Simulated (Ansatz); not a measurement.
The system is AlNi3.

```
Ni Al
1.0
     0.00000    2.80189    2.80189
     2.80189    0.00000    2.80189
     2.80189    2.80189    0.00000
Ni Al
3 1
Direct
  0.75000 0.75000 0.75000
  0.00000 0.00000 0.00000
  0.25000 0.25000 0.25000
  0.50000 0.50000 0.50000
```

The cell comes from a database or a generator and needn't be the stable form of this composition.

Program: Ansatz 0.2.0. Alike in all runs: task single point; level PBEsol; potentials or basis Ansatz PAW; cell as given; cutoff (eV) 420; smearing fermi-dirac 0.05 eV.

Q: Order these runs on this cell by their pressure, lowest first.
A. spin collinear, ferromagnetic start; fixed moment (μB) 2.2; k mesh 7 × 7 × 7
B. spin collinear, ferromagnetic start; fixed moment (μB) 1.5; k mesh 7 × 7 × 7
C. spin collinear, ferromagnetic start; fixed moment (μB) 3.8; k mesh 7 × 7 × 7
D. spin off; k mesh 8 × 8 × 8
E. spin collinear, ferromagnetic start; fixed moment (μB) 6.0; k mesh 7 × 7 × 7

A: D (-0.7 GPa), B (1.3 GPa), A (3.3 GPa), C (9.8 GPa), E (27.5 GPa).

Caveats: the PAW data sets come from PBE, with cores solved anew for the run's functional, which leaves a small shift of forces and pressure; the total moment is fixed, so each spin has its own Fermi level (some runs); the thresholds are loose for stress (some runs).
